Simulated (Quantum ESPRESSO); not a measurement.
Write the native input for Quantum ESPRESSO 7.5 that does the following.

```
Task                : band structure
Functional          : TASK
Potentials or basis : SG15 PBE 1.2
Cutoff              : 952 eV
Density cutoff      : 3810 eV
k mesh              : 7 × 7 × 7
Occupations         : fermi-dirac, width 0.05 eV
Spin                : no spin polarisation
Symmetry            : off
Mixing beta         : 0.5
Most SCF iterations : 120
SCF threshold       : 1e-08 Ry
```

As:

```
As
1.0
     1.88080    1.08588    3.51406
    -1.88080    1.08588    3.51406
     0.00000   -2.17176    3.51406
As
2
Cartesian
  0.0000 0.0000 2.3825
  0.0000 0.0000 8.1597
```

The input as run:

pw.in

```
&CONTROL
  calculation = 'scf'
  prefix = 'pwscf'
  outdir = './tmp'
  pseudo_dir = './pseudo'
  tprnfor = .true.
  tstress = .true.
  disk_io = 'low'
/
&SYSTEM
  ibrav = 0
  celldm(1) = 8
  nat = 2
  ntyp = 1
  ecutwfc = 70
  nbnd = 10
  input_dft = 'XC-000I-012L-000I-000I-707L-000I'
  occupations = 'smearing'
  smearing = 'fd'
  degauss = 0.00367493
  nosym = .true.
/
&ELECTRONS
  conv_thr = 1d-08
  electron_maxstep = 120
  mixing_beta = 0.5
/
ATOMIC_SPECIES
As    74.9216 As_ONCV_PBE-1.2.upf
CELL_PARAMETERS alat
  0.4442738793236   0.2565016438083   0.8300768443201
 -0.4442738793236   0.2565016438083   0.8300768443201
  0.0000000000000  -0.5130032876402   0.8300768443201
ATOMIC_POSITIONS crystal
As     0.2260000000    0.2260000000    0.2260000000
As     0.7740000000    0.7740000000    0.7740000000
K_POINTS automatic
7 7 7 0 0 0
```

bands.in

```
&CONTROL
  calculation = 'bands'
  prefix = 'pwscf'
  outdir = './tmp'
  pseudo_dir = './pseudo'
  disk_io = 'low'
  verbosity = 'high'
/
&SYSTEM
  ibrav = 0
  celldm(1) = 8
  nat = 2
  ntyp = 1
  ecutwfc = 70
  nbnd = 10
  input_dft = 'XC-000I-012L-000I-000I-707L-000I'
  occupations = 'smearing'
  smearing = 'fd'
  degauss = 0.00367493
  nosym = .true.
/
&ELECTRONS
  conv_thr = 1d-08
  electron_maxstep = 120
  mixing_beta = 0.5
  diago_full_acc = .true.
  startingwfc = 'random'
/
ATOMIC_SPECIES
As    74.9216 As_ONCV_PBE-1.2.upf
CELL_PARAMETERS alat
  0.4442738793236   0.2565016438083   0.8300768443201
 -0.4442738793236   0.2565016438083   0.8300768443201
  0.0000000000000  -0.5130032876402   0.8300768443201
ATOMIC_POSITIONS crystal
As     0.2260000000    0.2260000000    0.2260000000
As     0.7740000000    0.7740000000    0.7740000000
K_POINTS crystal
60
 0.0000000000  0.0000000000  0.0000000000 1
 0.0625000000  0.0000000000  0.0000000000 1
 0.1250000000  0.0000000000  0.0000000000 1
 0.1875000000  0.0000000000  0.0000000000 1
 0.2500000000  0.0000000000  0.0000000000 1
 0.3125000000  0.0000000000  0.0000000000 1
 0.3750000000  0.0000000000  0.0000000000 1
 0.4375000000  0.0000000000  0.0000000000 1
 0.5000000000  0.0000000000  0.0000000000 1
 0.5000000000  0.0383874312 -0.0383874312 1
 0.5000000000  0.0767748624 -0.0767748624 1
 0.5000000000  0.1151622936 -0.1151622936 1
 0.5000000000  0.1535497248 -0.1535497248 1
 0.5000000000  0.1919371561 -0.1919371561 1
 0.5000000000  0.2303245873 -0.2303245873 1
 0.7696754127  0.5000000000  0.2303245873 1
 0.7311503538  0.5000000000  0.2688496462 1
 0.6926252948  0.5000000000  0.3073747052 1
 0.6541002358  0.5000000000  0.3458997642 1
 0.6155751769  0.5000000000  0.3844248231 1
 0.5770501179  0.5000000000  0.4229498821 1
 0.5385250590  0.5000000000  0.4614749410 1
 0.5000000000  0.5000000000  0.5000000000 1
 0.4285714286  0.4285714286  0.4285714286 1
 0.3571428571  0.3571428571  0.3571428571 1
 0.2857142857  0.2857142857  0.2857142857 1
 0.2142857143  0.2142857143  0.2142857143 1
 0.1428571429  0.1428571429  0.1428571429 1
 0.0714285714  0.0714285714  0.0714285714 1
 0.0000000000  0.0000000000  0.0000000000 1
 0.0365162294  0.0000000000 -0.0365162294 1
 0.0730324587  0.0000000000 -0.0730324587 1
 0.1095486881  0.0000000000 -0.1095486881 1
 0.1460649175  0.0000000000 -0.1460649175 1
 0.1825811468  0.0000000000 -0.1825811468 1
 0.2190973762  0.0000000000 -0.2190973762 1
 0.2556136055  0.0000000000 -0.2556136055 1
 0.2921298349  0.0000000000 -0.2921298349 1
 0.3286460643  0.0000000000 -0.3286460643 1
 0.3651622936  0.0000000000 -0.3651622936 1
 0.6348377064  0.3651622936  0.0000000000 1
 0.5898918042  0.4101081958  0.0000000000 1
 0.5449459021  0.4550540979  0.0000000000 1
 0.5000000000  0.5000000000  0.0000000000 1
 0.5674188532  0.5674188532  0.1151622936 1
 0.6348377064  0.6348377064  0.2303245873 1
 0.6155751769  0.6155751769  0.2688496462 1
 0.5963126474  0.5963126474  0.3073747052 1
 0.5770501179  0.5770501179  0.3458997642 1
 0.5577875884  0.5577875884  0.3844248231 1
 0.5385250590  0.5385250590  0.4229498821 1
 0.5192625295  0.5192625295  0.4614749410 1
 0.5000000000  0.5000000000  0.5000000000 1
 0.5000000000  0.0000000000  0.0000000000 1
 0.5449459021  0.0608603823  0.0608603823 1
 0.5898918042  0.1217207645  0.1217207645 1
 0.6348377064  0.1825811468  0.1825811468 1
 0.6797836085  0.2434415291  0.2434415291 1
 0.7247295106  0.3043019114  0.3043019114 1
 0.7696754127  0.3651622936  0.3651622936 1
```

Potentials or basis: SG15 PBE 1.2.

Run with:

```sh
$ OMP_NUM_THREADS=1 pw.x -in pw.in > pw.out
$ OMP_NUM_THREADS=1 pw.x -in bands.in > bands.out
```

Results of the run:

```
Pressure                : 6.8 GPa
Largest force           : 0.110 eV/Å
Band gap along the path : none (metal or under the smearing width)
```

Caveat: the potentials were made for another functional, which shifts forces and pressure.

It took 7.6 min on 1 thread of Arm Neoverse V1 (shared host), peak memory 0.14 GiB.
